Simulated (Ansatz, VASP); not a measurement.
**BN in VASP and in Ansatz**

```
N B
1.0
     2.51942    0.00000    0.00000
    -1.25971    2.18188    0.00000
     0.00000    0.00000    4.16973
N B
2 2
Direct
  0.33333 0.66667 0.12528
  0.66667 0.33333 0.62528
  0.33333 0.66667 0.49972
  0.66667 0.33333 0.99972
```

Measurements of this composition are mostly on another form, of space group No. 194.

Alike in both runs: task single point; functional LDA; k mesh 12 × 12 × 6; occupations fermi-dirac, width 0.05 eV; no spin polarisation.

|  | VASP | Ansatz |
| --- | --- | --- |
| version | VASP 6.6.1 | Ansatz 0.2.0 |
| potentials or method | VASP PAW LDA potentials, release 64 (N, B) | Ansatz PAW |
| plane-wave cutoff (eV) | 520 | 420 |
| valence electrons in the cell | 16 | 16 |

|  | VASP | Ansatz | Ansatz less VASP |
| --- | --- | --- | --- |
| gap on the k mesh at the Fermi level (eV) | 4.90 | 4.93 | +0.026 |
| least direct gap on the mesh (eV) | 8.30 | 8.31 | +0.011 |
| pressure (GPa) | 2.7 | 1.7 | -1.00 |
| largest component of the traceless stress (GPa) | 0.14 | 0.13 | -0.018 |
| rms of the force components (eV/Å) | 0.006 | 0.005 | -0.0010 |

Atom by atom the forces differ by 0.001 eV/Å (rms over components).

Caveats: the pressure holds a Pulay correction of +1.4 GPa for the finite cutoff (Ansatz); the PAW data sets come from PBE, with cores solved anew for the run's functional, which leaves a small shift of forces and pressure (Ansatz). A k mesh can miss the band edges. Expect the measured gap to be larger: semilocal functionals such as LDA lack the derivative discontinuity.
